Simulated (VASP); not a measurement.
# CrO2 (Fm-3m) in VASP: further runs, part 2 of 2

VASP 6.6.1. The steps go on from the part before.

## Step 3: Single point, PBEsol+U

Input file INCAR:

```
ALGO     = Fast           # electronic algorithm
EDIFF    = 1E-6           # SCF threshold, eV
ENCUT    = 520            # plane-wave cutoff, eV
GGA      = PS             # functional
ISIF     = 2              # what is computed and relaxed
ISMEAR   = 0              # smearing method
LASPH    = True           # aspherical terms in the spheres
LCHARG   = True           # write CHGCAR
LDAU     = True           # DFT+U
LDAUJ    = 0 0          
LDAUL    = 2 -1           # shell
LDAUPRINT= 1            
LDAUTYPE = 2            
LDAUU    = 8 0            # U, eV
LELF     = True           # ELF
LMAXMIX  = 4              # l up to which the mixer works
LREAL    = False          # projectors in reciprocal space
LVHAR    = True         
LWAVE    = False          # write WAVECAR
NELM     = 100            # most SCF steps
PREC     = Accurate       # precision mode
SIGMA    = 0.05           # smearing width, eV
```

Input file KPOINTS:

```
k-points
0
Gamma
  7 7 7
```

Input file POSCAR:

```
CrO2
1.0
    0.0000000000      2.3368421000      2.3368421000
    2.3368421000      0.0000000000      2.3368421000
    2.3368421000      2.3368421000      0.0000000000
Cr O
1 2
Direct
    0.0000000000      0.0000000000      0.0000000000
    0.2500000000      0.2500000000      0.2500000000
    0.7500000000      0.7500000000      0.7500000000
```

Potentials or basis: VASP PAW PBE potentials, release 64 (Cr_pv, O).

Started as:

```
cat potpaw_PBE.64/Cr_pv/POTCAR potpaw_PBE.64/O/POTCAR > POTCAR
mpirun -np 1 vasp_std > vasp.out
```

OUTCAR:

```text
EDIFF = 1E-6
   ENCUT = 520
   GGA = PS
   ISIF = 2
   ISMEAR = 0
   LASPH = True
   LREAL = False
   NELM = 100
   PREC = Accurate

 ion  position               nearest neighbor table
   1  0.000  0.000  0.000-   3 2.02   3 2.02   3 2.02   2 2.02   3 2.02   2 2.02   2 2.02   2 2.02

   2  0.250  0.250  0.250-   1 2.02   1 2.02   1 2.02   1 2.02
   3  0.750  0.750  0.750-   1 2.02   1 2.02   1 2.02   1 2.02

  LATTYP: Found a face centered cubic cell.
 ALAT       =     4.6736842000

  Lattice vectors:

 A1 = (   0.0000000000,   2.3368421000,   2.3368421000)
 A2 = (   2.3368421000,   0.0000000000,   2.3368421000)
 A3 = (   2.3368421000,   2.3368421000,   0.0000000000)

Analysis of symmetry for initial positions (statically):
=====================================================================
 Subroutine PRICEL returns:
 Original cell was already a primitive cell.

 Routine SETGRP: Setting up the symmetry group for a
 face centered cubic supercell.

 Subroutine GETGRP returns: Found 48 space group operations
 (whereof 48 operations were pure point group operations)
 out of a pool of 48 trial point group operations.

The static configuration has the point symmetry O_h .

Analysis of symmetry for dynamics (positions and initial velocities):
=====================================================================
 Subroutine PRICEL returns:
 Original cell was already a primitive cell.

 Routine SETGRP: Setting up the symmetry group for a
 face centered cubic supercell.

 Subroutine GETGRP returns: Found 48 space group operations
 (whereof 48 operations were pure point group operations)
 out of a pool of 48 trial point group operations.

The dynamic configuration has the point symmetry O_h .

 Subroutine INISYM returns: Found 48 space group operations
 (whereof 48 operations are pure point group operations),
 and found     1 'primitive' translations

----------------------------------------------------------------------------------------

                                     Primitive cell

  volume of cell :      25.5222

  direct lattice vectors                    reciprocal lattice vectors
     0.000000000  2.336842100  2.336842100    -0.213963964  0.213963964  0.213963964
     2.336842100  0.000000000  2.336842100     0.213963964 -0.213963964  0.213963964
     2.336842100  2.336842100  0.000000000     0.213963964  0.213963964 -0.213963964

  length of vectors
     3.304793791  3.304793791  3.304793791     0.370596457  0.370596457  0.370596457

  position of ions in fractional coordinates (direct lattice)
     0.000000000  0.000000000  0.000000000
     0.250000000  0.250000000  0.250000000
     0.750000000  0.750000000  0.750000000

  ion indices of the primitive-cell ions
   primitive index   ion index
                 1           1
                 2           2
[... 87 lines left out ...]
     AMIX     =   0.40;   BMIX     =  1.00
     AMIX_MAG =   1.60;   BMIX_MAG =  1.00
  volume/ion in A,a.u.               =       8.51        57.41
  Fermi-wavevector in a.u.,A,eV,Ry     =   1.603882  3.030898 35.000158  2.572439
  Thomas-Fermi vector in A             =   2.700475
   LORBIT       =      0    0 simple, 1 ext, 2 COOP (PROOUT), +10 PAW based schemes
 LDA+U is selected, type is set to LDAUTYPE =  2
   angular momentum for each species LDAUL =     2   -1
   U (eV)           for each species LDAUU =   8.0  0.0
   J (eV)           for each species LDAUJ =   0.0  0.0
   GGA     = PS    functional components
   LHFCALC =     F    Hartree Fock is set to
   AEXX    =    0.0000 exact exchange contribution
   IVDW    =     0    specifies the selected vdW correction
   LEPSILON=     F    determine dielectric tensor
   LRPA    =     F    only Hartree local field effects (RPA)
 non-spin polarized calculation
 RMM-DIIS sequential band-by-band and
 Gauss-broadening in eV      SIGMA  =   0.05
  energy-cutoff  :      520.00
  volume of cell :       25.52
 maximum number of plane-waves:       701
 NGX is ok and might be reduce to    28
   NGX = 13   NGY = 13   NGZ = 13

atom =   1  type =  1  l = 2

 onsite density matrix

spin component  1

  0.2480 -0.0000 -0.0000 -0.0000 -0.0000
 -0.0000  0.2480 -0.0000 -0.0000  0.0000
 -0.0000 -0.0000  0.6195 -0.0000 -0.0000
 -0.0000 -0.0000 -0.0000  0.2480 -0.0000
 -0.0000  0.0000 -0.0000 -0.0000  0.6195

spin component  2

  0.2480 -0.0000 -0.0000 -0.0000 -0.0000
 -0.0000  0.2480 -0.0000 -0.0000  0.0000
 -0.0000 -0.0000  0.6195 -0.0000 -0.0000
 -0.0000 -0.0000 -0.0000  0.2480 -0.0000
 -0.0000  0.0000 -0.0000 -0.0000  0.6195

 occupancies and eigenvectors

  o =  0.2480  v =  0.0000 -0.9859  0.0000  0.1672 -0.0000  0.0000  0.0000  0.0000  0.0000  0.0000      0.0000  0.0000  0.0000  0.0000  0.0000  0.0000  0.0000  0.0000  0.0000  0.0000
  o =  0.2480  v =  0.0000  0.0000  0.0000  0.0000  0.0000  0.0000 -0.9859  0.0000  0.1672 -0.0000      0.0000  0.0000  0.0000  0.0000  0.0000  0.0000  0.0000  0.0000  0.0000  0.0000
  o =  0.2480  v =  0.0000 -0.1672 -0.0000 -0.9859  0.0000  0.0000  0.0000  0.0000  0.0000  0.0000      0.0000  0.0000  0.0000  0.0000  0.0000  0.0000  0.0000  0.0000  0.0000  0.0000
  o =  0.2480  v =  0.0000  0.0000  0.0000  0.0000  0.0000  0.0000 -0.1672 -0.0000 -0.9859  0.0000      0.0000  0.0000  0.0000  0.0000  0.0000  0.0000  0.0000  0.0000  0.0000  0.0000
  o =  0.2480  v =  1.0000  0.0000  0.0000  0.0000  0.0000  0.0000  0.0000  0.0000  0.0000  0.0000      0.0000  0.0000  0.0000  0.0000  0.0000  0.0000  0.0000  0.0000  0.0000  0.0000
  o =  0.2480  v =  0.0000  0.0000  0.0000  0.0000  0.0000  1.0000  0.0000  0.0000  0.0000  0.0000      0.0000  0.0000  0.0000  0.0000  0.0000  0.0000  0.0000  0.0000  0.0000  0.0000
  o =  0.6195  v =  0.0000  0.0000  0.0000  0.0000  0.0000  0.0000 -0.0000 -0.1571  0.0000  0.9876      0.0000  0.0000  0.0000  0.0000  0.0000  0.0000  0.0000  0.0000  0.0000  0.0000
  o =  0.6195  v =  0.0000 -0.0000 -0.1571  0.0000  0.9876  0.0000  0.0000  0.0000  0.0000  0.0000      0.0000  0.0000  0.0000  0.0000  0.0000  0.0000  0.0000  0.0000  0.0000  0.0000
  o =  0.6195  v =  0.0000  0.0000  0.0000  0.0000  0.0000  0.0000  0.0000 -0.9876  0.0000 -0.1571      0.0000  0.0000  0.0000  0.0000  0.0000  0.0000  0.0000  0.0000  0.0000  0.0000
  o =  0.6195  v =  0.0000  0.0000 -0.9876  0.0000 -0.1571  0.0000  0.0000  0.0000  0.0000  0.0000      0.0000  0.0000  0.0000  0.0000  0.0000  0.0000  0.0000  0.0000  0.0000  0.0000

 number of electron      23.9999998 magnetization

 Free energy of the ion-electron system (eV)
  ---------------------------------------------------
  ext. energy  EPLUGINS =         0.00000000
  ---------------------------------------------------
  free energy    TOTEN  =       -15.84815942 eV

  energy without entropy =      -15.84302411  energy(sigma->0) =      -15.84559177

 E-fermi :   6.6148     XC(G=0): -13.0050

 val. band max:        6.6104037587   @ k =   0.1429   0.0000   0.0000
 cond. band min:       6.6241412659   @ k =   0.4286   0.4286   0.0000
 fundamental gap:      0.0137375072
 Fermi energy:         6.6147554064

 k-point     1 :       0.0000    0.0000    0.0000
  band No.  band energies     occupation
      1     -36.6786      2.00000
      2     -36.6786      2.00000
      3     -36.6786      2.00000
      4     -13.4126      2.00000
      5      -8.7215      2.00000
      6       1.1368      2.00000
[... 357 lines left out ...]
      3     -36.7066      2.00000
      4     -10.9151      2.00000
      5     -10.8441      2.00000
      6      -0.1693      2.00000
[... 8 lines left out ...]
     15      10.4352      0.00000
     16      11.2325      0.00000

------------------------ aborting loop because EDIFF is reached ----------------------------------------

  FORCE on cell =-STRESS in cart. coord.  units (eV):
  Direction    XX          YY          ZZ          XY          YZ          ZX
  --------------------------------------------------------------------------------------
  -------------------------------------------------------------------------------------
  Total        0.9672416      0.9672416      0.9672416      0.0000000      0.0000000     -0.0000000
  in kB       60.7193990     60.7193990     60.7193990      0.0000000      0.0000000     -0.0000000
  external PRESSURE =      60.7193990 kB  Pullay stress =       0.0000000 kB

 VOLUME and BASIS-vectors are now :
 -----------------------------------------------------------------------------
  energy-cutoff  :      520.00
  volume of cell :       25.52
      direct lattice vectors                 reciprocal lattice vectors
     0.000000000  2.336842100  2.336842100    -0.213963964  0.213963964  0.213963964
     2.336842100  0.000000000  2.336842100     0.213963964 -0.213963964  0.213963964
     2.336842100  2.336842100  0.000000000     0.213963964  0.213963964 -0.213963964

 POSITION                                       TOTAL-FORCE (eV/Angst)
 -----------------------------------------------------------------------------------
      0.00000      0.00000      0.00000         0.000000      0.000000      0.000000
      1.16842      1.16842      1.16842        -0.000000     -0.000000     -0.000000
      3.50526      3.50526      3.50526         0.000000     -0.000000      0.000000
 -----------------------------------------------------------------------------------
    total drift:                               -0.000000     -0.000000      0.000000

  FREE ENERGIE OF THE ION-ELECTRON SYSTEM (eV)
  ---------------------------------------------------
  free  energy   TOTEN  =       -15.8481594246 eV

  energy  without entropy=      -15.8430241136  energy(sigma->0) =      -15.84559177
```

Wall time 17 s (1 thread of Intel Xeon Platinum 8488C (Sapphire Rapids), shared host); peak memory 0.15 GiB.

Results:

- Free energy: -15.8482 eV
- Pressure: 6.1 GPa
- Band gap on the k mesh: none (metal or under the smearing width)

Levels at points of the mesh, in eV from the Fermi level:
```tsv
k point	band 8	band 9	band 10	band 11	band 12	band 13	band 14	band 15	band 16
(0.00, 0.00, 0.00)	-5.48	-0.94	-0.94	-0.56	-0.56	-0.56	5.46	5.46	8.35
```

Eigenvalues of the final occupation matrices:
```tsv
site	spin	trace	eigenvalues
site 1 d	1	1.98	0.25 0.25 0.25 0.62 0.62
site 1 d	2	1.98	0.25 0.25 0.25 0.62 0.62
```

Caveat: the PAW data sets were made with another functional, which shifts forces and pressure a little; the run has no spin polarisation, though such a crystal can be magnetic; U without spin polarisation on a metal has little footing. Spin polarisation is off, so any magnetic state and its effect on volume and gap are missing.
